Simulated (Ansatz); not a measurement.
**CuO: what relativity and spin–orbit coupling change**

```
Cu O
1.0
     0.00000    2.26180    2.26180
     2.26180    0.00000    2.26180
     2.26180    2.26180    0.00000
Cu O
1 1
Cartesian
  0.0000 0.0000 0.0000
  1.1309 1.1309 1.1309
```

Atom numbers follow the list: Cu1, O2.

The structure comes from a relaxation in the same program, started in the zincblende type, and has space group F-43m. Whether it is a known phase or the ground state wasn't checked.

Without spin polarisation or U, such a compound can come out metallic where the real one is a magnetic insulator.

One fixed cell is solved with PBE by all-electron LAPW in Ansatz 0.2.0 under different relativistic treatments. Pressure is positive in compression.

Settings: a Γ-centred 16×16×16 k mesh, Fermi–Dirac smearing of 0.05 eV, basis error target 1 meV/atom, no spin polarisation.

```
                 setting  P (GPa)  lowest level at Γ above −25 eV, from the valence-band top or, without a gap, the Fermi level (eV)
     scalar-relativistic     0.05                                                                                             -18.93
        non-relativistic     1.96                                                                                                  ?
with spin–orbit coupling        ?                                                                                             -18.94
```

Question: Give the missing entry: row "with spin–orbit coupling", column "P (GPa)".

Answer: 0.09.

Question: Fill in "lowest level at Γ above −25 eV, from the valence-band top or, without a gap, the Fermi level (eV)" for the row "non-relativistic".

Answer: -18.76.
